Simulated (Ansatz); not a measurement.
Barrier of one jump, H in TaN

The calculation used DFT PBE, scalar-relativistic, plane waves, PAW in Ansatz. (420 eV cutoff, 4×5×5 k-mesh, shifted by half a step, Gaussian smearing of 0.10 eV, no spin polarisation)

Host crystal, relaxed:

```cif
data_structure
_symmetry_space_group_name_H-M 'P 1'
_symmetry_Int_Tables_number 1
_cell_length_a 2.9502
_cell_length_b 2.9502
_cell_length_c 2.8978
_cell_angle_alpha 90.000
_cell_angle_beta 90.000
_cell_angle_gamma 120.000
_cell_volume 21.84
loop_
_atom_site_label
_atom_site_type_symbol
_atom_site_fract_x
_atom_site_fract_y
_atom_site_fract_z
_atom_site_occupancy
Ta1 Ta 0.33333 0.66667 0.50000 1
N1 N 0.00000 0.00000 0.00000 1
```

In a supercell of 16 host sites, interstitial H hops to an equivalent place, moving 2.90 Å between the relaxed ends. Climbing-image nudged elastic band at fixed cell with images 0 (start) to 6 (end), the path measured over all atoms, converged to 0.05 eV/Å; the order of the saddle wasn't checked, and the small cell leaves errors of about a tenth of an eV. Zero-point motion and tunnelling, which matter for H, are left out.

Supercell rows in host cell vectors: 0 0 2; -2 -2 0; 2 0 0. H was set at (0.167, 0.083, 0.500) of the host cell.

At the relaxed start H has 2 Ta at 1.75 Å, 1 Ta at 1.76 Å, 6 N at 2.26 Å.

A cell with an odd number of electrons and no spin polarisation is a metal by construction and may be lower with spin. Spin-orbit coupling is left out, which matters for the bands and energies of heavy elements.

Q: How high is the barrier, and where does the atom pass?

A: 1.85 eV at image 3, where H has 3 N at 1.75 Å, 6 Ta at 2.25 Å.

Cost: 1 run of about 31 core-minutes, on Oxide Virtual Turin-like Processor (Zen 5) (shared hosts).